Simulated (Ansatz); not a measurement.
Set up this calculation in Ansatz 0.2.0, as the native input.

```
Task                : single point
Functional          : PBE
Potentials or basis : Ansatz PAW
Cutoff              : 420 eV (not typed: the program's choice for these potentials)
k mesh              : 11 × 11 × 11
Occupations         : gaussian, width 0.029 eV
Spin                : no spin polarisation
```

The system is AlN.

```
Al N
1.0
     0.00000    2.03452    2.03452
     2.03452    0.00000    2.03452
     2.03452    2.03452    0.00000
Al N
1 1
Cartesian
  2.0345 2.0345 2.0345
  0.0000 0.0000 0.0000
```

Measurements of this composition are mostly on another form, of space group No. 186.

These files were run (other wordings do the same):

input.yaml

```yaml
crystal:
  lattice:
    - [0.0, 2.034518, 2.034518]
    - [2.034518, 0.0, 2.034518]
    - [2.034518, 2.034518, 0.0]
  atoms:
    - { symbol: Al, position: [0.5, 0.5, 0.5] }
    - { symbol: "N", position: [0.0, 0.0, 0.0] }
hamiltonian:
  xc: pbe
  pseudopotentials: { kind: paw }
kpoints:
  mp_grid: { grid: [11, 11, 11] }
scf:
  occupations: { method: gaussian, width: 0.029 }
output:
  forces: true
  stress: true
  eigenvalues: true
```

Potentials or basis: Ansatz PAW.

Command:

```bash
$ ansatz run input.yaml --threads 2 --pin off --max-ram 5632MiB --backend cpu --events-out ev --progress --plain --runs-dir out
```

It gave:

```json
{
  "Pressure": "0.3 GPa",
  "Band gap on the k mesh": "4.58 eV, indirect (least direct gap 5.40 eV)"
}
```

Caveat: odd divisions of the mesh miss points on the zone boundary, where band edges often lie, so the gap on the mesh can be too wide; the pressure holds a Pulay correction of +0.5 GPa for the finite cutoff.

Wall time 0.49 s on 2 threads of Arm Neoverse V1, on a shared host, peak memory 0.25 GiB.
